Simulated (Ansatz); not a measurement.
Crystal: RbBr.

```
CELL_PARAMETERS angstrom
0.00000 3.42700 3.42700
3.42700 0.00000 3.42700
3.42700 3.42700 0.00000
ATOMIC_POSITIONS crystal
Rb 0.00000 0.00000 0.00000
Br 0.50000 0.50000 0.50000
```

A run of Ansatz 0.2.0 on this cell left the log below. Logs are shortened: lines on timing, memory, paths and dates and some standing lists are left out, and cuts for length are marked.

```text
Warning: RAYON_NUM_THREADS=1 ignored (pool sized by the plan → 1); use --threads N
hamiltonian.pseudopotentials.datasets: crystal makes datasets for this crystal and solves the spheres of its atoms anew in each pass: cutoff 200.0 eV, the density's 800.0 eV; for an error of 0.50 meV an atom under PBE, 1.0 meV for the cell; an energy difference from a run of another recipe may be off by several times the error for the cell, under r2SCAN by more, where some 0.1 meV an atom stays at smaller errors; Br in spheres of 1.376 Å, 7 of its electrons in bands; Rb in spheres of 1.376 Å, 9 of its electrons in bands
Engine: ansatz 0.2.0, x86_64-unknown-linux-gnu
Pseudopotentials: kind: all_electron
Pseudopotential: Rb, paw, valence charge 9, recommended cutoff 200 eV (normal), crystal/all_electron/pbesol/scalar/gaussian/Rb, Koelling and Harmon's equation, gaussian nucleus
Pseudopotential: Br, paw, valence charge 7, recommended cutoff 200 eV (normal), crystal/all_electron/pbesol/scalar/gaussian/Br, Koelling and Harmon's equation, gaussian nucleus
Functional definition: PBEsol
  exchange = pbesol_x
  correlation = pbesol_c
Crystal: 2 atoms, lattice volume = 80.496 Å³
Basis set: ecut = 200 eV, 531 PW (Γ), exchange–correlation on 48×48×48 points (8 copies of the dense FFT grid, shifted against one another)
Bands: 12, of which v1, the nominal top of the filled ones, is band 8 counted from 1 (7 counted from 0)
Symmetry: 48 space group operations
Space group: Fm-3m (ITA 225), of the structure as read, at distance tolerance 4.3e-5 Å
k-points: 20 of 343
Non-local potential: Rb, projectors of the file, l = 0: 2, l = 1: 2, l = 2: 2
Non-local potential: Br, projectors of the file, l = 0: 2, l = 1: 1
PAW form: soft (Blöchl's): semilocal exchange-correlation on the pseudo side does not see the compensation charge
PAW one-centre angular grid: Rb, 110 points (default); XC on its mesh's 1897 points in the sphere
PAW one-centre angular grid: Br, 110 points (default); XC on its mesh's 1905 points in the sphere
Initial density: superposition of atomic densities (neutral atoms: chi_scale 0, normalization atom)
Initial wavefunctions: pseudopotential atomic-orbital guess
Functional: x = pbesol(κ = 0.804, μ = 0.12345679012345678), c = pbesol(β = 0.046)
iter 1 solved again at ethr=5.00e-3 eV; its pass at ethr=1.00e-1 eV (dr2=8.01e-1 eV) is discarded
SCF iter   1: F=—  HF=-151954.454143 eV  |F-HF|=—  |Δ(HF+E_count)|=         —  Δρ=1.79e-2  dr2=7.82e-1  ethr=5.00e-3  ⟨swp⟩=4.5  Hψ=1388  notcnv=0
preconditioner: auto → none  [insulator: Δε(μ)=4.802 eV  Ē_g=13.336 eV  σ=0.050 eV  W_gap=1.00  n_scr=14 (ndim 8)  ℏωp=15.5 eV  f_vac=0.000  D(μ)=0.00/eV (n_scr^D=0)  ε∞_Penn≈2.3]
iter 2 solved again at ethr=2.67e-4 eV; its pass at ethr=4.89e-3 eV (dr2=4.28e-2 eV) is discarded
SCF iter   2: F=—  HF=-151954.212024 eV  |F-HF|=—  |Δ(HF+E_count)|=   2.42e-1  Δρ=7.52e-3  dr2=4.28e-2  ethr=2.67e-4  ⟨swp⟩=3.0  Hψ=1202  notcnv=0  defer=10
SCF iter   3: F=—  HF=-151954.216916 eV  |F-HF|=—  |Δ(HF+E_count)|=   4.89e-3  Δρ=3.28e-3  dr2=9.37e-3  ethr=2.67e-4  ⟨swp⟩=2.6  Hψ=495  notcnv=0  defer=4
SCF iter   4: F=—  HF=-151954.222820 eV  |F-HF|=—  |Δ(HF+E_count)|=   5.90e-3  Δρ=3.21e-4  dr2=1.84e-4  ethr=5.86e-5  ⟨swp⟩=3.4  Hψ=572  notcnv=0  defer=4
SCF iter   5: F=—  HF=-151954.223589 eV  |F-HF|=—  |Δ(HF+E_count)|=   7.69e-4  Δρ=1.46e-4  dr2=5.97e-6  ethr=1.15e-6  ⟨swp⟩=3.2  Hψ=588  notcnv=0  defer=2
SCF iter   6: F=—  HF=-151954.223562 eV  |F-HF|=—  |Δ(HF+E_count)|=   2.68e-5  Δρ=2.92e-5  dr2=5.51e-7  ethr=3.73e-8  ⟨swp⟩=3.0  Hψ=508  notcnv=0  defer=1
SCF iter   7: F=—  HF=-151954.223562 eV  |F-HF|=—  |Δ(HF+E_count)|=   4.35e-8  Δρ=7.62e-6  dr2=7.46e-8  ethr=3.45e-9  ⟨swp⟩=3.0  Hψ=470  notcnv=0
SCF iter   8: F=-151954.223562 eV  HF=-151954.223562 eV  |F-HF|=2.21e-9  |Δ(HF+E_count)|=   3.09e-9  Δρ=2.00e-6  dr2=5.77e-9  ethr=4.66e-10  ⟨swp⟩=3.0  Hψ=461  notcnv=0
SCF 1 converged in 8 iterations: F = -151954.223564 eV  dr2 = 5.77e-9
  Residual-converged pass: ⟨swp⟩=3.0  Hψ=466  notcnv=0  max |occ|·‖R‖ = 4.3e-6 eV (tolerance 5.3e-6 eV)  dr2=5.55e-9  dr2_onsite=1.23e-9  max |Δocc| = 0.0e0
  greatest PAW one-centre occupation: 0.969 electrons in one spin orbital (limit 2), on the Rb atom at site 0 (counted from 0), in its partial waves of l = 0
NSCF: frozen V_eff on 71 k-points
SCF converged after 8 iterations
Free energy (F): -151954.223564 eV
Harris-Foulkes:  -151954.223564 eV  (|F-HF|=2.21e-9)
Internal energy: -151954.223564 eV  (E = F + TS)
E sigma→0 (E₀):  -151954.223564 eV
Past the cutoff: the bands carry plane waves up to 1.75 times it, of which those up to 1.5 times it add -0.000185 eV an atom, each by itself; the spheres take 0.000139 eV an atom off the energy for waves past 1.75 times it
By the cutoff:   a pressure is off by up to 0.005 GPa (1.2 times the spheres' own share and the shells' term, over an atom's volume, and 0.004 GPa: a bound that held against runs at twice the plane waves)
Past the cutoffs: a stress includes 0.0003 GPa for waves and charges beyond them, in addition to the slope of what the spheres take
In the spheres:  the bands' charges fall short by 1.8e-6 e at most (sound up to 1e-3)
Fermi energy:    4.769147 eV
--- Per-component energies (eV) ---
  E_band       = -84.962845
  E_kinetic    = 257.556819
  E_local      = -508.902955  (includes V_loc(G=0)·N_el)
  E_nonlocal   = 26.175904
  E_hartree    = 225.342179
  E_xc         = -158.473010
  E_vxc        = -204.029081  (∫ρ·V_xc dr)
  E_paw        = -152402.871649  (= ΣΔE_a)
  E_vpaw       = -1483.735514  (= ΣTr[D̂ρ^β])
  E_ewald      = -770.339449
  E_smearing   = -0.000000  (= −TS)
  E_closure    = 1377.288597  (closes the sum)
  Σ components = -151954.223564   (vs F -151954.223564, Δ=0.00e0)
  The terms above E_closure are by the made datasets' own strengths, without shells solved beside the bands.
--- Forces (eV/Å), atoms counted from 1 ---
  atom   1  Rb    -0.00000000     0.00000000     0.00000000
  atom   2  Br     0.00000000     0.00000000     0.00000000
  max |Σ_I F_I| component: 1.06e-29 eV/Å
--- Stress (GPa, compression-positive) ---
       -0.059259       0.000000       0.000000
        0.000000      -0.059259       0.000000
        0.000000       0.000000      -0.059259
  P = ⅓ Tr σ = -0.0593 GPa (-0.593 kbar)
--- Band table (eV; the first three rows and the last of 20) ---
  k-point 0: bands = ["-21.7681", "-9.6111", "-5.8505", "-5.8505", "-5.8505", "2.5861", "2.5861", "2.5861", "6.8009", "9.7945"]
  k-point 1: bands = ["-21.7662", "-9.6191", "-5.8520", "-5.8520", "-5.8420", "2.3437", "2.5129", "2.5129", "7.2921", "9.6674"]
  k-point 2: bands = ["-21.7622", "-9.6367", "-5.8554", "-5.8554", "-5.8229", "1.9032", "2.3575", "2.3575", "8.3609", "9.6809"]
  k-point 19: bands = ["-21.7558", "-9.5895", "-5.9899", "-5.9488", "-5.8388", "2.0358", "2.2065", "2.2668", "9.2648", "9.9555"]
```

Q: What input gives this log?

A: Band structure with PBEsol, no spin polarisation. The files as run (others can give the same):

input.yaml
```yaml
crystal:
  lattice:
    - [0.0, 3.427, 3.427]
    - [3.427, 0.0, 3.427]
    - [3.427, 3.427, 0.0]
  atoms:
    - { symbol: Rb, position: [0.0, 0.0, 0.0] }
    - { symbol: Br, position: [0.5, 0.5, 0.5] }
kpoints:
  mp_grid: { grid: [7, 7, 7] }
  band_path:
    path:
      - [0.0, 0.0, 0.0]
      - [0.5, 0.0, 0.5]
      - [0.5, 0.25, 0.75]
      - [0.375, 0.375, 0.75]
      - [0.0, 0.0, 0.0]
      - [0.5, 0.5, 0.5]
      - [0.625, 0.25, 0.625]
      - [0.5, 0.25, 0.75]
    npoints: 10
scf:
  occupations: { method: fermi_dirac, width: 0.05 }
hamiltonian:
  xc: pbesol
  pseudopotentials: { kind: all_electron, datasets: crystal }
output:
  forces: true
  stress: true
  eigenvalues: true
```

Potentials or basis: all-electron PAW datasets made for the crystal.
Command:
```console
$ ansatz run input.yaml --threads 1 --pin off --max-ram 3072MiB --backend cpu --events-out ev --progress --plain --runs-dir out
```
